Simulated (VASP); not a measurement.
# GaAs (F-43m) in VASP: further runs, part 2 of 2

VASP 6.6.1.

## Step 3: Dielectric tensor, PBEsol

INCAR

```
SYSTEM = GaAs
ALGO = Normal
EDIFF = 1E-8
ENCUT = 350
GGA = PS
ISIF = 2
ISMEAR = 0
LASPH = .True.
LCHARG = .False.
LEPSILON = .True.
LREAL = .False.
LWAVE = .False.
NELM = 100
PREC = Accurate
SIGMA = 0.01
```

KPOINTS

```
k-points
0
Gamma
  7 7 7
  0 0 0
```

POSCAR

```
GaAs
1.0
    0.0000000000      2.8268500000      2.8268500000
    2.8268500000      0.0000000000      2.8268500000
    2.8268500000      2.8268500000      0.0000000000
As Ga
1 1
Direct
    0.7500000000      0.7500000000      0.7500000000
    0.0000000000      0.0000000000      0.0000000000
```

Potentials or basis: VASP PAW PBE potentials, release 64 (As, Ga_d).

Run with:

```console
cat potpaw_PBE.64/As/POTCAR potpaw_PBE.64/Ga_d/POTCAR > POTCAR
mpirun -np 1 vasp_std > vasp.out
```

OUTCAR:

```text
SYSTEM = GaAs
   EDIFF = 1E-8
   ENCUT = 350
   GGA = PS
   ISIF = 2
   ISMEAR = 0
   LASPH = .True.
   LEPSILON = .True.
   LREAL = .False.
   NELM = 100
   PREC = Accurate

 Found     20 irreducible k-points:

 Following reciprocal coordinates:
            Coordinates               Weight
  0.000000  0.000000  0.000000      1.000000
  0.142857  0.000000  0.000000      8.000000
  0.285714  0.000000  0.000000      8.000000
  0.428571  0.000000  0.000000      8.000000
  0.142857  0.142857  0.000000      6.000000
  0.285714  0.142857  0.000000     24.000000
   k-points           NKPTS =     20   k-points in BZ     NKDIM =     20   number of bands    NBANDS=     13
   number of dos      NEDOS =    301   number of ions     NIONS =      2
   total plane-waves  NPLWV =  13824
   dimension x,y,z NGX =    24 NGY =   24 NGZ =   24
   dimension x,y,z NGXF=    48 NGYF=   48 NGZF=   48
   ions per type =               1   1
   NGX,Y,Z   is equivalent  to a cutoff of   9.98,  9.98,  9.98 a.u.
   NGXF,Y,Z  is equivalent  to a cutoff of  19.96, 19.96, 19.96 a.u.
 SYSTEM =  GaAs
   PREC   = accura    normal or accurate (medium, high low for compatibility)
   ISTART =      0    job   : 0-new  1-cont  2-samecut
   ICHARG =      2    charge: 1-file 2-atom 10-const
   ISPIN  =      1    spin polarized calculation?
   LNONCOLLINEAR =      F non collinear calculations
   LSORBIT =      F    spin-orbit coupling
   LASPH  =      T    aspherical Exc in radial PAW
   ENCUT  =  350.0 eV  25.72 Ry    5.07 a.u.   6.10  6.10  6.10*2*pi/ulx,y,z
   NELM   =    100;   NELMIN=  2; NELMDL= -5     # of ELM steps
   EDIFF  = 0.1E-07   stopping-criterion for ELM
   LREAL  =      F    real-space projection
   EDIFFG = 0.1E-06   stopping-criterion for IOM
   NSW    =      0    number of steps for IOM
   IBRION =     -1    ionic relax: 0-MD 1-quasi-New 2-CG
   NFREE  =      0    steps in history (QN), initial steepest desc. (CG)
   ISIF   =      2    stress and relaxation
   ISYM   =      2    0-nonsym 1-usesym 2-fastsym
   POTIM  = 0.5000    time-step for ionic-motion
   TEBEG  =    0.0;   TEEND  =   0.0 temperature during run
   PSTRESS=    0.0 pullay stress
   NELECT =      18.0000    total number of electrons
   NUPDOWN=      -1.0000    fix difference up-down
   EMIN   =  10.00;   EMAX   =-10.00  energy-range for DOS
   EFERMI =   0.00;   METHOD = LEGACY
   ISMEAR =     0;   SIGMA  =   0.01  broadening in eV -4-tet -1-fermi 0-gaus
   EFERMI_NEDOS =   21; number of points for ismear=-14 and -15
   IALGO  =     38    algorithm
   IMIX   =      4    mixing-type and parameters
     AMIX     =   0.40;   BMIX     =  1.00
     AMIX_MAG =   1.60;   BMIX_MAG =  1.00
  volume/ion in A,a.u.               =      22.59       152.44
  Fermi-wavevector in a.u.,A,eV,Ry     =   1.204628  2.276417 19.743799  1.451128
  Thomas-Fermi vector in A             =   2.340347
   LORBIT       =      0    0 simple, 1 ext, 2 COOP (PROOUT), +10 PAW based schemes
   GGA     = PS    functional components
   LHFCALC =     F    Hartree Fock is set to
   AEXX    =    0.0000 exact exchange contribution
   IVDW    =     0    specifies the selected vdW correction
   LEPSILON=     T    determine dielectric tensor
   LRPA    =     F    only Hartree local field effects (RPA)
 non-spin polarized calculation
 Gauss-broadening in eV      SIGMA  =   0.01
  energy-cutoff  :      350.00
[... 110 lines left out ...]

 [... further k-points ...]

  FORCE on cell =-STRESS in cart. coord.  units (eV):
  Direction    XX          YY          ZZ          XY          YZ          ZX
  --------------------------------------------------------------------------------------
  -------------------------------------------------------------------------------------
  Total        0.0487967      0.0487967      0.0487967      0.0000000      0.0000000     -0.0000000
  in kB        1.7304636      1.7304636      1.7304636      0.0000000      0.0000000     -0.0000000
  external PRESSURE =       1.7304636 kB  Pullay stress =       0.0000000 kB

 VOLUME and BASIS-vectors are now :
 -----------------------------------------------------------------------------
  energy-cutoff  :      350.00
  volume of cell :       45.18
      direct lattice vectors                 reciprocal lattice vectors
     0.000000000  2.826850000  2.826850000    -0.176875321  0.176875321  0.176875321
     2.826850000  0.000000000  2.826850000     0.176875321 -0.176875321  0.176875321
     2.826850000  2.826850000  0.000000000     0.176875321  0.176875321 -0.176875321

 POSITION                                       TOTAL-FORCE (eV/Angst)
 -----------------------------------------------------------------------------------
      4.24027      4.24027      4.24027        -0.000000     -0.000000     -0.000000
      0.00000      0.00000      0.00000         0.000000      0.000000      0.000000
 -----------------------------------------------------------------------------------
    total drift:                               -0.000004     -0.000004     -0.000003

  FREE ENERGIE OF THE ION-ELECTRON SYSTEM (eV)
  ---------------------------------------------------
  free  energy   TOTEN  =        -9.0800927099 eV

  energy  without entropy=       -9.0800927099  energy(sigma->0) =       -9.08009271

 HEAD OF MICROSCOPIC STATIC DIELECTRIC TENSOR (INDEPENDENT PARTICLE, excluding Hartree and local field effects)
 ------------------------------------------------------
          48.987205    -0.000000    -0.000000
           0.000000    48.987205    -0.000000
           0.000000     0.000000    48.987205
 ------------------------------------------------------

 Free energy of the ion-electron system (eV)
  ---------------------------------------------------
  ---------------------------------------------------
  free energy    TOTEN  =        -6.10880604 eV

  energy without entropy =       -6.10880604

------------------------ aborting loop because EDIFF is reached ----------------------------------------

--------------------------------------- Ionic step        2  -------------------------------------------

------------------------ aborting loop because EDIFF is reached ----------------------------------------

--------------------------------------- Ionic step        3  -------------------------------------------

 Free energy of the ion-electron system (eV)
  ---------------------------------------------------
  ---------------------------------------------------
  free energy    TOTEN  =        -6.10880709 eV

  energy without entropy =       -6.10880709

------------------------ aborting loop because EDIFF is reached ----------------------------------------

 PIEZOELECTRIC TENSOR FIELD DIRECTION 3  (e Angst)
 -----------------------------------------------------------------------------
    -0.00002  3.36506  0.00000           (  0.00001  0.01597  0.00000)
     3.36506 -0.00002  0.00000           (  0.01597  0.00001  0.00000)
     0.00000  0.00000 -0.00183           (  0.00000  0.00000 -0.00000)

 PIEZOELECTRIC TENSOR FIELD DIRECTION 3  (C/m^2)
 -----------------------------------------------------------------------------
    -0.00001  1.19334  0.00000
     1.19334 -0.00001  0.00000
     0.00000  0.00000 -0.00065

 MACROSCOPIC STATIC DIELECTRIC TENSOR (including local field effects in DFT)
 ------------------------------------------------------
          48.316649    -0.000000    -0.000000
          -0.000000    48.316649    -0.000000
           0.000000     0.000000    48.316649
 ------------------------------------------------------

 PIEZOELECTRIC TENSOR (including local field effects)  for field in x, y, z        (e  Angst)
          XX          YY          ZZ          XY          YZ          ZX
  --------------------------------------------------------------------------------
  x     0.00000     0.00000     0.00000     0.00000     3.37864     0.00000
  y    -0.00000     0.00000     0.00000     0.00000     0.00000     3.37864
  z    -0.00000     0.00000     0.00000     3.37864     0.00000     0.00000

 PIEZOELECTRIC TENSOR (including local field effects)  for field in x, y, z        (C/m^2)
          XX          YY          ZZ          XY          YZ          ZX
  --------------------------------------------------------------------------------
  x     0.00000     0.00000     0.00000     0.00000     1.19816     0.00000
  y    -0.00000     0.00000     0.00000     0.00000     0.00000     1.19816
  z    -0.00000     0.00000     0.00000     1.19816     0.00000     0.00000

 BORN EFFECTIVE CHARGES (including local field effects) (in |e|, cummulative output)
 ---------------------------------------------------------------------------------
 ion    1
    1    -2.42105    -0.00000    -0.00000
    2    -0.00000    -2.42105    -0.00000
    3    -0.00000    -0.00000    -2.42105
 ion    2
    1     2.42105     0.00000     0.00000
    2     0.00000     2.42105     0.00000
    3     0.00000     0.00000     2.42105
```

stdout:

```text
POSCAR found type information on POSCAR AsGa
 POSCAR found :  2 types and       2 ions
 scaLAPACK will be used
 -----------------------------------------------------------------------------
|                                                                             |
[... 28 lines left out ...]
 dielectric tensor                  component  3 :     3.682    -3.934    42.442
 Linear response to external field, progress :
  Direction:   1
 dielectric tensor                  component  1 :    48.317     6.362     1.901
 Linear response to external field, progress :
  Direction:   2
 dielectric tensor                  component  2 :     6.342    48.317     1.733
 Linear response to external field, progress :
  Direction:   3
 dielectric tensor                  component  3 :     5.056     3.206    48.317
 Born effective charges drift removed
```

Run time: 2 min. Hardware: 1 thread of Intel Xeon Platinum 8259CL at 2.50GHz (Skylake/Cascade Lake), shared host; peak memory 0.18 GiB.

The run converged, but some of its settings lie outside the range that counts as converged, so its numbers aren't taken as properties of the crystal.

What came out:

```
Band gap on the k mesh                  : 0.45 eV, direct
Electronic dielectric tensor (diagonal) : 48.32
Born charges (mean of the diagonal)     : As -2.42; Ga +2.42 e
```

Caveat: the cutoff is under 1.25 times the usual one of these potentials, so pressure, stress and relaxed cells hold a basis-set (Pulay) error; the gap is small at this level, which inflates the dielectric constant; the PAW data sets were made with another functional, which shifts forces and pressure a little.

## Step 4: The reference run

An earlier run on the cell as given: functional PBEsol; potentials or basis VASP PAW PBE potentials, release 64 (As, Ga_d); cutoff 520 eV; k mesh 8 × 8 × 8; occupations fermi-dirac, width 0.05 eV; no spin polarisation.

- Pressure: 0.3 GPa
- Band gap on the k mesh: 0.46 eV, direct
